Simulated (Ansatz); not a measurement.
CaF2 (fluorite)

```
CELL_PARAMETERS angstrom
      0.00000     5.51096     5.51096
      2.75548     2.75548     5.51096
      2.75548     2.75548     0.00000
ATOMIC_POSITIONS crystal
  Ca 0.00000 0.00000 0.00000
  Ca 0.50000 0.00000 0.00000
  F  0.00000 0.25000 0.25000
  F  0.50000 0.25000 0.25000
  F  0.00000 0.75000 0.75000
  F  0.50000 0.75000 0.75000
```

A phonon eigenvector at X = (0.5, 0.5, 0.0) is frozen into this cell: atom i moves by Q times the vector below, so Q is the largest atomic displacement, in Å. The cell is held. It is one choice among 2 degenerate patterns. (q is in reciprocal vectors of the primitive cell; the cell shown is doubled to hold the pattern.)

```json
[
 {"atom": "Ca1", "x": "0.146", "y": "0.000", "z": "0.000"},
 {"atom": "Ca2", "x": "-0.146", "y": "0.000", "z": "0.000"},
 {"atom": "F3", "x": "0.000", "y": "-1.000", "z": "0.000"},
 {"atom": "F4", "x": "0.000", "y": "1.000", "z": "0.000"},
 {"atom": "F5", "x": "0.000", "y": "-1.000", "z": "0.000"},
 {"atom": "F6", "x": "0.000", "y": "1.000", "z": "0.000"}
]
```

Method: PBE (plane waves to 420 eV, PAW, scalar-relativistic; Ansatz, a quantum-chemistry and plane-wave program). k mesh 10×10×10 (Γ-centred), Fermi-Dirac smearing 0.05 eV. CaF2 was relaxed with its symmetry unable to fall. 

```tsv
Q (Å)	−dE/dQ from forces (eV/Å)
-0.180	5.847
-0.150	4.671
-0.120	3.612
-0.090	2.639
-0.060	1.727
-0.030	0.854
0.000	0.000
0.030	-0.854
0.060	-1.727
0.090	-2.639
0.120	-3.612
0.150	-4.671
0.180	-5.847
```

Q: What harmonic wavenumber does the curvature at Q = 0 give?

A: 315 cm⁻¹. E″ = 28.35 eV/Å², M = Σ mᵢ|uᵢ|² = 77.7 u, ν̃ = 521.5·√(|E″|/M).

(A displaced cell: forces are minus the slopes of the energy, force constants its curvatures, and phonons follow from these.)
